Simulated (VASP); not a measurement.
Here is a VASP 6.6.1 calculation.

Contents of INCAR:

```
ADDGRID = False
ALGO = Normal
EDIFF = 1E-8
ENCUT = 1400
GGA = PE
ISIF = 2
ISMEAR = 0
LASPH = True
LCHARG = False
LREAL = False
LWAVE = False
NELM = 100
PREC = Accurate
SIGMA = 0.05
```

KPOINTS

```
k-points
0
Gamma
  13 13 12
```

Contents of POSCAR:

```
MgO
1.0
    2.9380209034      0.0000000000      0.0000000000
   -1.4690104517      2.5444007392      0.0000000000
    0.0000000000      0.0000000000      2.6796800000
Mg O
1 1
Direct
    0.0000000000      0.0000000000      0.0000000000
    0.3333333333      0.6666666667      0.5000000000
```

Potentials or basis: VASP PAW PBE potentials, release 64 (Mg, O_h).

Launch:

```bash
$ cat potpaw_PBE.64/Mg/POTCAR potpaw_PBE.64/O_h/POTCAR > POTCAR
$ mpirun -np 1 vasp_std > vasp.out
```

Question: Predict the pressure.

Answer: -0.8 GPa.

Question: Estimate the band gap on the k mesh.

Answer: 3.01 eV, indirect (least direct gap 3.40 eV).

Caveat: an odd mesh through Γ misses points on the zone boundary, where band edges often lie.
